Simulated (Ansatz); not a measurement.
All numbers below come from DFT PBE, scalar-relativistic, plane waves, PAW in Ansatz. Settings: cutoff 420 eV, Γ-centred meshes spaced at most about 0.3 Å⁻¹, and about 0.25 Å⁻¹ or finer for metals (2π included), Gaussian smearing. No spin polarisation.

These are static total energies at zero pressure.

Question: Order these relaxed structures of Mg5Se2 by energy, lowest first, with the energy over the lowest of them.
A.

```cif
data_structure
_symmetry_space_group_name_H-M 'C2/c'
_symmetry_Int_Tables_number 15
_cell_length_a 15.0809
_cell_length_b 6.7083
_cell_length_c 6.1804
_cell_angle_alpha 90.000
_cell_angle_beta 91.110
_cell_angle_gamma 90.000
_cell_volume 625.14
loop_
_atom_site_label
_atom_site_type_symbol
_atom_site_symmetry_multiplicity
_atom_site_Wyckoff_symbol
_atom_site_fract_x
_atom_site_fract_y
_atom_site_fract_z
_atom_site_occupancy
Mg1 Mg 4 e 0.00000 0.64537 0.25000 1
Mg2 Mg 8 f 0.71625 0.81755 0.72428 1
Mg3 Mg 8 f 0.59353 0.45337 0.90509 1
Se1 Se 8 f 0.88300 0.35458 0.39854 1
```

B.

```cif
data_structure
_symmetry_space_group_name_H-M 'Immm'
_symmetry_Int_Tables_number 71
_cell_length_a 3.8305
_cell_length_b 7.2195
_cell_length_c 12.1273
_cell_angle_alpha 90.000
_cell_angle_beta 90.000
_cell_angle_gamma 90.000
_cell_volume 335.37
loop_
_atom_site_label
_atom_site_type_symbol
_atom_site_symmetry_multiplicity
_atom_site_Wyckoff_symbol
_atom_site_fract_x
_atom_site_fract_y
_atom_site_fract_z
_atom_site_occupancy
Mg1 Mg 2 b 0.50000 0.00000 0.00000 1
Mg2 Mg 8 l 0.00000 0.28867 0.88042 1
Se1 Se 4 i 0.00000 0.00000 0.73166 1
```

C.

```cif
data_structure
_symmetry_space_group_name_H-M 'P-3m1'
_symmetry_Int_Tables_number 164
_cell_length_a 3.7299
_cell_length_b 3.7299
_cell_length_c 13.9305
_cell_angle_alpha 90.000
_cell_angle_beta 90.000
_cell_angle_gamma 120.000
_cell_volume 167.84
loop_
_atom_site_label
_atom_site_type_symbol
_atom_site_symmetry_multiplicity
_atom_site_Wyckoff_symbol
_atom_site_fract_x
_atom_site_fract_y
_atom_site_fract_z
_atom_site_occupancy
Mg1 Mg 1 a 0.00000 0.00000 0.00000 1
Mg2 Mg 2 d 0.66667 0.33333 0.23588 1
Mg3 Mg 2 d 0.66667 0.33333 0.58812 1
Se1 Se 2 d 0.66667 0.33333 0.88223 1
```

Answer: C (0 meV/atom), A (54 meV/atom), B (68 meV/atom). Forms: C P-3m1; A C2/c; B Immm. Counting Mg atoms around Se (those within 1.25 times the shortest such distance or 1.15 times the sum of covalent radii): C has Se 6; A has Se 7; B has Se 6. All come from invented guesses. The lowest form computed isn't among them: it has space group R-3m (No. 166), 24.0 Å³/atom and lies 19 meV/atom below the best shown.

The k mesh leaves some 4 meV/atom of noise in the energy of each metallic cell. Cells relaxed within their symmetry can be saddle points. Some candidate types were left out of the draw beforehand, so a known form may be missing.
